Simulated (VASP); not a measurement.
Crystal: SiC.

```
CELL_PARAMETERS angstrom
0.00000 2.11927 2.11927
2.11927 0.00000 2.11927
2.11927 2.11927 0.00000
ATOMIC_POSITIONS crystal
Si 0.00000 0.00000 0.00000
C 0.50000 0.50000 0.50000
```

The cell was built by a generator and needn't be a form met in nature.

* Program: VASP 6.6.1
* Task: relaxation of cell and atoms
* Functional: PBE
* Potentials or basis: VASP PAW PBE potentials, release 64 (Si, C)
* Cutoff: 600 eV
* k mesh: 12 × 12 × 12
* Occupations: gaussian, width 0.03 eV
* Spin: no spin polarisation

At the start: pressure -23.7 GPa; volume 9.52 Å³/atom.

Where does the relaxation end?

Over 3 steps the energy falls by 99.7 meV/atom and the volume is 8.35 Å³/atom (-12.3 %); space group Fm-3m (No. 225, to 0.05 Å).

The path:
```
step  energy change (eV)  largest force (eV/Å)  pressure (GPa)  volume (Å³)
   1              0.0000                0.0000          -23.72        19.04
   2             -0.1120                0.0000           23.03        15.41
   3             -0.1994                0.0000            0.05        16.70
```

Final structure:
```
Si C
1.0
     0.00000    2.02866    2.02866
     2.02866    0.00000    2.02866
     2.02866    2.02866    0.00000
Si C
1 1
Cartesian
  0.0000 0.0000 0.0000
  2.0287 2.0287 2.0287
```
